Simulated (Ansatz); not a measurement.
H2O on the (111) surface of Rh, space group Fm-3m (No. 225) (top face towards +c; held atoms: 1, 2, 3, 4), one molecule per 24.9 Å². Starting structure (flat, lowest atom O over a bridge Rh-Rh site; the molecule's atoms stand last):

```xyz
15
Lattice="5.3648 0.0000 0.0000 -2.6824 4.6460 0.0000 0.0000 0.0000 22.3803" Properties=species:S:1:pos:R:3 pbc="T T T"
Rh    1.3412    0.7743    8.0000
Rh    0.0000    3.0974    8.0000
Rh    4.0236    0.7743    8.0000
Rh    2.6824    3.0974    8.0000
Rh    2.6824    1.5487   10.1513
Rh    1.3412    3.8717   10.1513
Rh    0.0000    1.5487   10.1513
Rh   -1.3412    3.8717   10.1513
Rh   -1.3412    2.3230   12.3023
Rh    0.0000    0.0000   12.3023
Rh    1.3412    2.3230   12.3023
Rh    2.6824    0.0000   12.3023
O     0.0000    2.3230   15.2023
H    -0.9188    2.6923   15.2023
H     0.5877    3.1201   15.2023
```

All numbers below come from DFT PBE+D3(BJ), scalar-relativistic, plane waves, PAW (Ansatz). Settings: cutoff 420 eV, Γ-centred mesh 4×4×1 on the computed 15-atom cell, Gaussian smearing of 0.10 eV; no spin polarisation. A dipole correction removes the field between periodic images along c.

E_ads is per molecule, from the clean relaxed slab and the free relaxed molecule; negative means bound; no zero-point or thermal terms, forces under 0.04 eV/Å, and the free molecule is spin-polarised where open-shell. Heights count from the highest slab atom.

Q: How strongly does it adsorb?

A: -0.54 eV.

Q: Does the molecule survive, and how close does it come to the surface?

A: It stays whole. Its lowest atom lies 2.33 Å over the highest slab atom; shortest contacts O–Rh 2.34 Å.

Q: How do the dipole along +c and the top face's work function change?

A: The dipole changes by +0.128 e·Å a cell, the work function by -0.98 eV.

Each end is the local minimum that its start leads to.